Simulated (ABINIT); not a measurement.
# W: equation of state with PBE

The system is W.

```
W
1.0
    -1.58234    1.58234    1.58234
     1.58234   -1.58234    1.58234
     1.58234    1.58234   -1.58234
W
1
Cartesian
  0.0000 0.0000 0.0000
```

| Property | Result |
| --- | --- |
| Program | ABINIT 10.8.3 (patched build) |
| Task | equation of state |
| Functional | PBE |
| Potentials or basis | PseudoDojo NC SR PBE v0.4 stringent |
| Cutoff | 1007 eV |
| k mesh | 12 × 12 × 12 |
| Occupations | fermi-dirac, width 0.05 eV |
| Spin | no spin polarisation |

```
Equilibrium volume                      : 16.15 Å³/atom
Bulk modulus                            : 301 GPa
Pressure derivative of the bulk modulus : 3.8
```

Energy against volume, from the lowest point:
```tsv
volume (Å³/atom)	energy (meV/atom)
14.897	104.56
15.214	56.52
15.531	24.00
15.848	5.59
16.165	0.00
16.482	6.09
16.798	22.77
```

It took 2.2 min on 1 thread of Arm Neoverse V1, on a shared host, peak memory 0.1 GiB.

Caveat: pressures at fixed basis lie under the slope of the energies. PBE usually gives volumes a little too large and moduli too small.
